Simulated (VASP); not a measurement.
## Ge: single point with PBE

Crystal: Ge.

```
CELL_PARAMETERS angstrom
4.00312 0.00000 0.00000
-2.00156 3.46680 0.00000
0.00000 0.00000 13.15671
ATOMIC_POSITIONS crystal
Ge 0.33333 0.66667 0.15594
Ge 0.66667 0.33333 0.84406
Ge 0.66667 0.33333 0.65594
Ge 0.33333 0.66667 0.34406
Ge 0.00000 0.00000 0.09315
Ge 0.00000 0.00000 0.90685
Ge 0.00000 0.00000 0.59315
Ge 0.00000 0.00000 0.40685
```

This isn't the form of Ge at room conditions, which is diamond.

* Program: VASP 6.6.1
* Task: single point
* Functional: PBE
* Potentials or basis: VASP PAW PBE potentials, release 64 (Ge_d)
* Cutoff: 520 eV
* k mesh: 8 × 8 × 2
* Occupations: fermi-dirac, width 0.05 eV
* Spin: no spin polarisation

```yaml
Pressure: 2.9 GPa
Largest_force: 0.004 eV/Å
Band_gap_on_the_k_mesh: none (metal or under the smearing width)
```

Forces in eV/Å, atoms in the order of the input:
```
Ge   0.000  0.000  0.004
Ge   0.000  0.000 -0.004
Ge   0.000  0.000  0.004
Ge   0.000  0.000 -0.004
Ge   0.000  0.000  0.004
Ge   0.000  0.000 -0.004
Ge   0.000  0.000  0.004
Ge   0.000  0.000 -0.004
```

Stress tensor (GPa, compression positive):
```
2.99 0.00 0.00
0.00 2.99 0.00
0.00 0.00 2.77
```

Levels at points of the mesh, in eV from the Fermi level:
| k point | band 53 | band 54 | band 55 | band 56 | band 57 | band 58 | band 59 | band 60 |
| --- | --- | --- | --- | --- | --- | --- | --- | --- |
| (0.00, 0.00, 0.00) | -0.86 | -0.15 | -0.06 | 0.02 | 0.02 | 0.03 | 0.49 | 0.80 |
| (0.50, 0.00, 0.00) | -2.43 | -2.42 | -1.84 | -1.46 | 0.21 | 0.36 | 0.61 | 1.42 |
| (0.00, 0.00, 0.50) | -0.32 | -0.32 | -0.32 | -0.32 | 0.17 | 0.17 | 1.13 | 1.13 |
| (0.50, 0.00, 0.50) | -2.61 | -2.61 | -1.80 | -1.80 | 0.65 | 0.65 | 1.27 | 1.27 |

Wall time 2.2 min on 1 thread of Intel(R) Xeon(R) 6975P-C (Granite Rapids), on a shared host, peak memory 0.37 GiB.
